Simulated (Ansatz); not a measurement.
# Time and memory for ZnS

```yaml
crystal:
  lattice:
    - [3.8065015523, 0.0, 0.0]
    - [-1.9032507762, 3.2965270439, 0.0]
    - [0.0, 0.0, 56.08026041]
  atoms:
    - { symbol: Zn, position: [0.0, 0.0, 0.16671102] }
    - { symbol: Zn, position: [0.0, 0.0, 0.55555605] }
    - { symbol: Zn, position: [0.3333333333, 0.6666666667, 0.72224112] }
    - { symbol: Zn, position: [0.6666666667, 0.3333333333, 0.27780798] }
    - { symbol: Zn, position: [0.0, 0.0, 0.66672725] }
    - { symbol: Zn, position: [0.3333333333, 0.6666666667, 0.05560316] }
    - { symbol: Zn, position: [0.6666666667, 0.3333333333, 0.61113716] }
    - { symbol: Zn, position: [0.6666666667, 0.3333333333, 0.11115646] }
    - { symbol: Zn, position: [0.6666666667, 0.3333333333, 0.44447741] }
    - { symbol: Zn, position: [0.3333333333, 0.6666666667, 0.22226349] }
    - { symbol: Zn, position: [0.6666666667, 0.3333333333, 0.77779978] }
    - { symbol: Zn, position: [0.6666666667, 0.3333333333, 0.94448131] }
    - { symbol: Zn, position: [0.3333333333, 0.6666666667, 0.38890759] }
    - { symbol: Zn, position: [0.0, 0.0, 0.33336357] }
    - { symbol: Zn, position: [0.3333333333, 0.6666666667, 0.8333956] }
    - { symbol: Zn, position: [0.0, 0.0, 6.668e-05] }
    - { symbol: Zn, position: [0.3333333333, 0.6666666667, 0.50006226] }
    - { symbol: Zn, position: [0.0, 0.0, 0.88890743] }
    - { symbol: S, position: [0.6666666667, 0.3333333333, 0.98611789] }
    - { symbol: S, position: [0.3333333333, 0.6666666667, 0.54162208] }
    - { symbol: S, position: [0.3333333333, 0.6666666667, 0.43047892] }
    - { symbol: S, position: [0.0, 0.0, 0.04165013] }
    - { symbol: S, position: [0.6666666667, 0.3333333333, 0.48611877] }
    - { symbol: S, position: [0.6666666667, 0.3333333333, 0.65277989] }
    - { symbol: S, position: [0.6666666667, 0.3333333333, 0.15275473] }
    - { symbol: S, position: [0.3333333333, 0.6666666667, 0.76380356] }
    - { symbol: S, position: [0.0, 0.0, 0.70830527] }
    - { symbol: S, position: [0.6666666667, 0.3333333333, 0.81943821] }
    - { symbol: S, position: [0.0, 0.0, 0.37496664] }
    - { symbol: S, position: [0.0, 0.0, 0.93047043] }
    - { symbol: S, position: [0.0, 0.0, 0.59712036] }
    - { symbol: S, position: [0.3333333333, 0.6666666667, 0.26386087] }
    - { symbol: S, position: [0.3333333333, 0.6666666667, 0.87496073] }
    - { symbol: S, position: [0.3333333333, 0.6666666667, 0.09720227] }
    - { symbol: S, position: [0.6666666667, 0.3333333333, 0.31940797] }
    - { symbol: S, position: [0.0, 0.0, 0.20831295] }
kpoints:
  mp_grid: { grid: [8, 8, 1] }
scf:
  occupations: { method: fermi_dirac, width: 0.02 }
hamiltonian:
  xc: r2scan
  pseudopotentials: { kind: paw }
output:
  forces: true
  stress: true
  populations: true
  efg:
    quadrupole_moments_barn: { Zn: 0.122, S: -0.0694 }
    contact_densities: true
  write_density: true
  write_potential: true
  elf: true
  volumetric_format: npy
```

```sh
ansatz run input.yaml --threads 1 --pin off --max-ram 3072MiB --backend cpu --events-out ev --progress --plain --runs-dir out
```

It runs on 1 thread of Intel Xeon Platinum 8488C (Sapphire Rapids) (x86_64; 16 cores open to the job, memory cap 3.0 GiB, no GPU), a shared host with a load of 0.2 a core.

Q: How much time and memory should be set aside?

A: About 5.3 min of wall time (5.3 min of CPU time) and 2.5 GiB. The run holds 324 valence electrons in 198 bands, about 17623 plane waves a k-point and 10 irreducible k-points, and took 9 SCF iterations. Times on a shared host vary by tens of per cent.
